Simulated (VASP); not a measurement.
## AlN: equation of state with PBE

Crystal: AlN.

```xyz
4
Lattice="3.3121 0.0000 0.0000 -1.6561 2.8684 0.0000 0.0000 0.0000 4.1876" Properties=species:S:1:pos:R:3 pbc="T T T"
Al    1.6561    0.9561    1.0469
Al    0.0000    1.9123    3.1407
N     1.6561    0.9561    3.1407
N     0.0000    1.9123    1.0469
```

Measurements of this composition are mostly on another form, of space group No. 186.

```json
{"Program": "VASP 6.6.1", "Task": "equation of state", "Functional": "PBE", "Potentials or basis": "VASP PAW PBE potentials, release 64 (Al, N)", "Cutoff": "520 eV", "k mesh": "9 × 9 × 7", "Occupations": "fermi-dirac, width 0.05 eV", "Spin": "no spin polarisation", "Further INCAR settings": "ALGO = Normal; EDIFF = 1e-07; NBANDS = 16"}
```

```yaml
Equilibrium_volume: 9.95 Å³/atom
Bulk_modulus_at_fixed_shape_and_positions: 207 GPa
Pressure_derivative_of_the_bulk_modulus: 4.0
```

Energy against volume, from the lowest point:
```csv
volume (Å³/atom),energy (meV/atom)
9.349,26.01
9.548,11.24
9.747,2.77
9.946,0.00
10.145,2.39
10.344,9.45
10.543,20.74
```

All runs of the series together: 5 min on 1 thread of Intel(R) Xeon(R) Platinum 8375C CPU @ 2.90GHz (Ice Lake), with other jobs on the host.

Caveat: the cell was scaled at fixed shape and fractional positions, which overstates the stiffness of a crystal with free parameters, most of all of layers and chains.
